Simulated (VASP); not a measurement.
The system is CaO (Lime).

```xyz
2
Lattice="0.0000 2.4065 2.4065 2.4065 0.0000 2.4065 2.4065 2.4065 0.0000" Properties=species:S:1:pos:R:3 pbc="T T T"
Ca    0.0000    0.0000    0.0000
O     2.4065    2.4065    2.4065
```

* Program: VASP 6.6.1
* Task: relaxation of cell and atoms
* Functional: PBEsol
* Potentials or basis: VASP PAW PBE potentials, release 64 (Ca_sv, O)
* Cutoff: 600 eV
* k mesh: 10 × 10 × 10
* Occupations: gaussian, width 0.03 eV
* Spin: no spin polarisation

At the start: pressure -2.6 GPa; volume 13.94 Å³/atom.

Problem. Where does the relaxation end?

Solution. Over 3 steps the energy falls by 2.8 meV/atom and the volume is 13.61 Å³/atom (-2.4 %); space group Fm-3m (No. 225, to 0.05 Å).

The path:
```
step  energy change (eV)  largest force (eV/Å)  pressure (GPa)  volume (Å³)
   1              0.0000                0.0000           -2.61        27.87
   2             -0.0047                0.0000            1.07        26.97
   3             -0.0055                0.0000            0.00        27.21
```

Final structure:
```cif
data_structure
_symmetry_space_group_name_H-M 'P 1'
_symmetry_Int_Tables_number 1
_cell_length_a 3.3762
_cell_length_b 3.3762
_cell_length_c 3.3762
_cell_angle_alpha 60.000
_cell_angle_beta 60.000
_cell_angle_gamma 60.000
_cell_volume 27.21
loop_
_atom_site_label
_atom_site_type_symbol
_atom_site_fract_x
_atom_site_fract_y
_atom_site_fract_z
_atom_site_occupancy
Ca1 Ca 0.00000 0.00000 0.00000 1
O1 O 0.50000 0.50000 0.50000 1
```

Caveat: the PAW data sets were made with another functional, which shifts forces and pressure a little.
